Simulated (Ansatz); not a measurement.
Input of an Ansatz 0.2.0 run:

The input input.yaml:

```yaml
crystal:
  lattice:
    - [-5.37331, 5.37331, 1.616233]
    - [5.37331, -5.37331, 1.616233]
    - [5.37331, 5.37331, -1.616233]
  atoms:
    - { symbol: Sn, position: [0.3510765, 0.8310675, 0.182144] }
    - { symbol: Sn, position: [0.8310675, 0.6489235, 0.479991] }
    - { symbol: Sn, position: [0.1689325, 0.3510765, 0.520009] }
    - { symbol: Sn, position: [0.6489235, 0.1689325, 0.817856] }
    - { symbol: O, position: [0.2056015, 0.1549285, 0.36053] }
    - { symbol: O, position: [0.8450715, 0.2056015, 0.050673] }
    - { symbol: O, position: [0.7943985, 0.8450715, 0.63947] }
    - { symbol: O, position: [0.1549285, 0.7943985, 0.949327] }
    - { symbol: O, position: [0.1610445, 0.5429605, 0.704005] }
    - { symbol: O, position: [0.5429605, 0.8389555, 0.381916] }
    - { symbol: O, position: [0.4570395, 0.1610445, 0.618084] }
    - { symbol: O, position: [0.8389555, 0.4570395, 0.295995] }
hamiltonian:
  xc: blyp
  pseudopotentials: { kind: paw }
kpoints:
  mp_grid: { grid: [9, 9, 9] }
  band_path:
    path:
      - [[0.0, 0.0, 0.0], [0.0, 0.0, 0.5], [-0.5, 0.5, 0.5], [0.0, 0.0, 0.0], [0.2726185185, 0.2726185185, -0.2726185185], [0.25, 0.25, 0.25], [0.0, 0.5, 0.0], [-0.2726185185, 0.7273814815, 0.2726185185], [-0.5, 0.5, 0.5]]
      - [[0.0, 0.0, 0.5], [0.25, 0.25, 0.25]]
    npoints: 10
scf:
  occupations: { method: fermi_dirac, width: 0.05 }
  n_extra_bands: 30
output:
  forces: true
  stress: true
  eigenvalues: true
  fatbands: false
```

Potentials or basis: Ansatz PAW.

Launch:

```sh
$ ansatz run input.yaml --threads 4 --pin off --max-ram 11264MiB --backend cpu --events-out ev --progress --plain --runs-dir out
```

Question: What does it give for the band gap along the path?

Answer: 1.77 eV, indirect (least direct gap 1.86 eV).

Question: What does it give for the band gap on the k mesh?

Answer: 1.77 eV, indirect (least direct gap 1.86 eV).

Stress tensor (GPa, compression positive):
```
3.39 0.00 0.00
0.00 3.39 0.00
0.00 0.00 4.31
```

Caveat: the pressure holds a Pulay correction of +0.8 GPa for the finite cutoff; spin-orbit coupling is left out, which moves the levels of the heavy elements; the PAW data sets come from PBE, with cores solved anew for the run's functional, which leaves a small shift of forces and pressure. BLYP gaps usually lie below the measured ones, often by a third to a half.
